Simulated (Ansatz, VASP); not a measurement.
## Two plane-wave programs on C

```
C
1.0
     1.28459    0.00000    0.00000
    -0.46006    3.36650    0.00000
    -0.18355   -1.24868    3.19483
C
1
Direct
  0.50000 0.50000 0.00000
```

Alike in both runs: task relaxation of cell and atoms; functional PBE; k mesh 12 × 6 × 6; occupations gaussian, width 0.1 eV; no spin polarisation.

```csv
,VASP,Ansatz
version,VASP 6.6.1,Ansatz 0.2.0
potentials or method,"VASP PAW PBE potentials, release 64 (C)","scalar-relativistic, plane waves, PAW"
plane-wave cutoff (eV),600,420
valence electrons in the cell,4,4
```

|  | VASP | Ansatz | Ansatz less VASP |
| --- | --- | --- | --- |
| gap on the k mesh at the Fermi level, each at its own relaxed structure (eV) | none | none | - |
| relaxed volume (Å³/atom) | 12.52 | 12.32 | -0.200 |
| relaxed cell length with the largest relative difference (Å) | 3.234 | 3.326 | +0.0925 |
| energy change over the relaxation (meV/atom) | -7 | -11 | -3.3 |

A gap of «none» marks a metal or a gap that the smearing closes.

Caveats: the k mesh is coarse (spacing up to 0.41 Å⁻¹), so the values aren't converged.
